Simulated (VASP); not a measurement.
# PbSe (Clausthalite) (Fm-3m) in VASP: notebook, part 2 of 2

VASP 6.6.1.

## Step 3: Single point, PBEsol

Input file INCAR:

```
PREC = Accurate ; ENCUT = 500
EDIFF = 1E-6 ; ISMEAR = 0
SIGMA = 0.01 ; LREAL = F
LASPH = T ; NELM = 120
ALGO = Normal ; ISIF = 2
LWAVE = F ; LCHARG = F
GGA = PS ; NBANDS = 17
ISYM = 0 ; GGA_COMPAT = F
```

Input file KPOINTS:

```
Automatic mesh
0
Gamma
  6 6 6
  0 0 0.5
```

Input file POSCAR:

```
PbSe
1.0
    0.0000000000      3.0696893639      3.0696893639
    3.0696893639      0.0000000000      3.0696893639
    3.0696893639      3.0696893639      0.0000000000
Pb Se
1 1
Direct
    0.0000000000      0.0000000000      0.0000000000
    0.5000000000      0.5000000000      0.5000000000
```

Potentials or basis: VASP PAW PBE potentials, release 64 (Pb_d, Se).

Run with:

```sh
$ cat potpaw_PBE.64/Pb_d/POTCAR potpaw_PBE.64/Se/POTCAR > POTCAR
$ mpirun -np 1 vasp_std > vasp.out
```

OUTCAR:

```text
PREC = Accurate
   ENCUT = 500
   EDIFF = 1E-6
   ISMEAR = 0
   LREAL = F
   LASPH = T
   NELM = 120
   ISIF = 2
   GGA = PS
   ISYM = 0

 ion  position               nearest neighbor table
   1  0.000  0.000  0.000-   2 3.07   2 3.07   2 3.07   2 3.07   2 3.07   2 3.07
   2  0.500  0.500  0.500-   1 3.07   1 3.07   1 3.07   1 3.07   1 3.07   1 3.07

IMPORTANT INFORMATION: All symmetrisations will be switched off!
NOSYMM: (Re-)initialisation of all symmetry stuff for point group C_1.

----------------------------------------------------------------------------------------

                                     Primitive cell

  volume of cell :      57.8513

  direct lattice vectors                    reciprocal lattice vectors
     0.000000000  3.069689364  3.069689364    -0.162882931  0.162882931  0.162882931
     3.069689364  0.000000000  3.069689364     0.162882931 -0.162882931  0.162882931
     3.069689364  3.069689364  0.000000000     0.162882931  0.162882931 -0.162882931

  length of vectors
     4.341196331  4.341196331  4.341196331     0.282121512  0.282121512  0.282121512

  position of ions in fractional coordinates (direct lattice)
     0.000000000  0.000000000  0.000000000
[... 120 lines left out ...]
  ext. energy  EPLUGINS =         0.00000000
  ---------------------------------------------------
  free energy    TOTEN  =        -8.91371997 eV

  energy without entropy =       -8.91371997  energy(sigma->0) =       -8.91371997

 E-fermi :   4.5312     XC(G=0):  -9.6784

 val. band max:        4.4804088193   @ k =   0.0000   0.4167   0.0000
 cond. band min:       5.4394691009   @ k =   0.4167   0.0000   0.0000
 fundamental gap:      0.9590602816
 Fermi energy:         4.5312171550

 k-point     1 :       0.0000    0.0000    0.0833
  band No.  band energies     occupation
      1     -11.9304      2.00000
      2     -11.9304      2.00000
      3     -11.9300      2.00000
      4     -11.9275      2.00000
      5     -11.9275      2.00000
      6      -8.6760      2.00000
[... 457 lines left out ...]
      4     -11.9113      2.00000
      5     -11.9044      2.00000
      6      -8.0642      2.00000
[... 9 lines left out ...]
     16      13.6670      0.00000
     17      16.1442      0.00000

 [... further k-points ...]
[... 5 lines left out ...]
  --------------------------------------------------------------------------------------
  -------------------------------------------------------------------------------------
  Total       -0.3356989     -0.3356878     -0.3356857      0.0000025      0.0000015      0.0000031
  in kB       -9.2970928     -9.2967856     -9.2967296      0.0000701      0.0000407      0.0000851
  external PRESSURE =      -9.2968694 kB  Pullay stress =       0.0000000 kB

 VOLUME and BASIS-vectors are now :
 -----------------------------------------------------------------------------
  energy-cutoff  :      500.00
  volume of cell :       57.85
      direct lattice vectors                 reciprocal lattice vectors
     0.000000000  3.069689364  3.069689364    -0.162882931  0.162882931  0.162882931
     3.069689364  0.000000000  3.069689364     0.162882931 -0.162882931  0.162882931
     3.069689364  3.069689364  0.000000000     0.162882931  0.162882931 -0.162882931

 POSITION                                       TOTAL-FORCE (eV/Angst)
 -----------------------------------------------------------------------------------
      0.00000      0.00000      0.00000         0.000001     -0.000001      0.000002
      3.06969      3.06969      3.06969        -0.000001      0.000001     -0.000002
 -----------------------------------------------------------------------------------
    total drift:                                0.000002     -0.000001      0.000003

  FREE ENERGIE OF THE ION-ELECTRON SYSTEM (eV)
  ---------------------------------------------------
  free  energy   TOTEN  =        -8.9137199693 eV

  energy  without entropy=       -8.9137199693  energy(sigma->0) =       -8.91371997
```

OSZICAR:

```text
N       E                     dE             d eps       ncg     rms          rms(c)
DAV:   1     0.154040557701E+03    0.15404E+03   -0.93278E+03 14792   0.116E+03
DAV:   2     0.220886657638E+01   -0.15183E+03   -0.14659E+03 15523   0.302E+02
DAV:   3    -0.891958148325E+01   -0.11128E+02   -0.11015E+02 18755   0.876E+01
DAV:   4    -0.917746854194E+01   -0.25789E+00   -0.25766E+00 18190   0.148E+01
DAV:   5    -0.918606737917E+01   -0.85988E-02   -0.85984E-02 21159   0.265E+00    0.264E+00
DAV:   6    -0.892063053580E+01    0.26544E+00   -0.65446E-01 23092   0.582E+00    0.148E+00
DAV:   7    -0.891334116222E+01    0.72894E-02   -0.10119E-01 18007   0.158E+00    0.790E-01
DAV:   8    -0.891404820911E+01   -0.70705E-03   -0.10278E-02 18118   0.109E+00    0.136E-01
DAV:   9    -0.891369669255E+01    0.35152E-03   -0.22730E-03 23080   0.436E-01    0.472E-02
DAV:  10    -0.891372091869E+01   -0.24226E-04   -0.15087E-04 17571   0.702E-02    0.166E-02
DAV:  11    -0.891372004068E+01    0.87801E-06   -0.28990E-05 20608   0.533E-02    0.533E-03
DAV:  12    -0.891371996925E+01    0.71427E-07   -0.16215E-06 14142   0.133E-02
   1 F= -.89137200E+01 E0= -.89137200E+01  d E =-.321164E-15
```

stdout:

```text
POSCAR found type information on POSCAR PbSe
 POSCAR found :  2 types and       2 ions
 scaLAPACK will be used
 -----------------------------------------------------------------------------
|                                                                             |
|                                                                             |
|     You enforced a specific xc type in the INCAR file but a different       |
|     I HOPE YOU KNOW WHAT YOU ARE DOING!                                     |
|                                                                             |
 -----------------------------------------------------------------------------

 LDA part: xc-table for (Slater+PW92), standard interpolation
 POSCAR, INCAR and KPOINTS ok, starting setup
 FFT: planning ... GRIDC
 FFT: planning ... GRID_SOFT
 FFT: planning ... GRID
 WAVECAR not read
 entering main loop
```

Run time: 90 s. Hardware: 1 thread of Intel Xeon 6975P-C (Granite Rapids), shared host; peak memory 0.5 GiB.

Results:

- Free energy: -8.9137 eV
- Pressure: -0.9 GPa
- Band gap on the k mesh: 0.96 eV, direct

Caveat: the PAW data sets were made with another functional, which shifts forces and pressure a little; spin-orbit coupling is left out, which moves the levels of the heavy elements.

## Step 4: Comparison with measurements

Step 2. A measured gap of PbSe is 0.15 eV (direct; 4.2 K; a printed reference work, monograph); the calculated 0.23 eV misses it by +0.08 eV. 2 values of this kind are on record (0.15 to 0.28 eV); this one was drawn at random. Spin-orbit coupling on Pb, Se is left out. The value is that of PBEsol on a finite k mesh, which can miss the band edges, without temperature or zero-point motion.

Step 3. Measured gap of PbSe: 0.28 eV (direct; 300 K; a printed reference work, monograph). This calculation gives 0.96 eV (+0.68 eV). 2 values of this kind are on record (0.15 to 0.28 eV); this one was drawn at random. Spin-orbit coupling on Pb, Se is left out. The value is that of PBEsol on a finite k mesh, which can miss the band edges, without temperature or zero-point motion.
